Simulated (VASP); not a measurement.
Here is a VASP 6.6.1 calculation.

Contents of INCAR:

```
SYSTEM = NaHF2
PREC     = Accurate       ! precision mode
ENCUT    = 520            ! plane-wave cutoff, eV
EDIFF    = 1E-7           ! SCF threshold, eV
ISMEAR   = -5             ! smearing method
SIGMA    = 0.05           ! smearing width, eV
LREAL    = .FALSE.        ! projectors in reciprocal space
LASPH    = .TRUE.         ! aspherical terms in the spheres
NELM     = 100            ! most SCF steps
ALGO     = Normal         ! electronic algorithm
ISIF     = 2              ! what is computed and relaxed
LWAVE    = .FALSE.        ! write WAVECAR
LCHARG   = .FALSE.        ! write CHGCAR
GGA      = ML             ! functional
LUSE_VDW = .TRUE.       
AGGAC    = 0.0          
ZAB_VDW  = -1.8867      
LORBIT   = 11             ! projections on sites
```

Contents of KPOINTS:

```
regular mesh
0
G
  9 9 9
  0 0 0
```

Contents of POSCAR:

```
NaHF2
1.0
    1.7135241492      0.9893036288      4.5213888029
   -1.7135241492      0.9893036288      4.5213888029
    0.0000000000     -1.9786072577      4.5213888029
Na F H
1 2 1
Cartesian
    0.0000000000      0.0000000000      0.0000000000
    0.0000000000     -0.0000000001      7.8997705164
    0.0000000000      0.0000000000      5.6643958923
    0.0000000000     -0.0000000001      6.7820832044
```

Potentials or basis: VASP PAW PBE potentials, release 64 (Na_pv, F, H).

The run is started by

```sh
$ cat potpaw_PBE.64/Na_pv/POTCAR potpaw_PBE.64/F/POTCAR potpaw_PBE.64/H/POTCAR > POTCAR
$ mpirun -np 1 vasp_std > vasp.out
```

(1) Predict the largest force.

(2) What does it give for the band gap on the k mesh?

## Answers

(1) 1.042 eV/Å.

(2) 6.76 eV, indirect (least direct gap 6.87 eV).

Caveat: the PAW data sets were made with another functional, which shifts forces and pressure a little; an odd mesh through Γ misses points on the zone boundary, where band edges often lie.
